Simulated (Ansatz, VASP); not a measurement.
## One calculation of Si, two programs

```
Si
1.0
     0.00000    2.72185    2.72185
     2.72185    0.00000    2.72185
     2.72185    2.72185    0.00000
Si
2
Direct
  0.50000 0.50000 0.50000
  0.75000 0.75000 0.75000
```

Alike in both runs: task single point; functional PBE-based screened hybrid; k mesh 4 × 4 × 4; occupations fermi-dirac, width 0.05 eV; no spin polarisation.

```csv
,VASP,Ansatz
version,VASP 6.6.1,Ansatz 0.2.0
potentials or method,"VASP PAW PBE potentials, release 64 (Si), cutoff 520 eV",all-electron PAW datasets made for the crystal
```

Ansatz gave:

```
gap on the k mesh at the Fermi level (eV) : 1.21
least direct gap on the mesh (eV)         : 3.19
pressure (GPa)                            : 0.6
```

Task: Estimate VASP's values.

Result: gap on the k mesh at the Fermi level (eV): 1.22; least direct gap on the mesh (eV): 3.20; pressure (GPa): 0.4.

Ansatz ran all-electron here, so the differences hold the error of VASP's frozen core and of both bases.

Caveats: the k mesh is coarse (spacing up to 0.50 Å⁻¹), so the values aren't converged (VASP); the PAW data sets were made with another functional, which shifts forces and pressure a little (VASP); the k mesh is coarse (spacing up to 0.50 Å⁻¹), so the values aren't converged, least of all with exact exchange (Ansatz). A k mesh can miss the band edges.
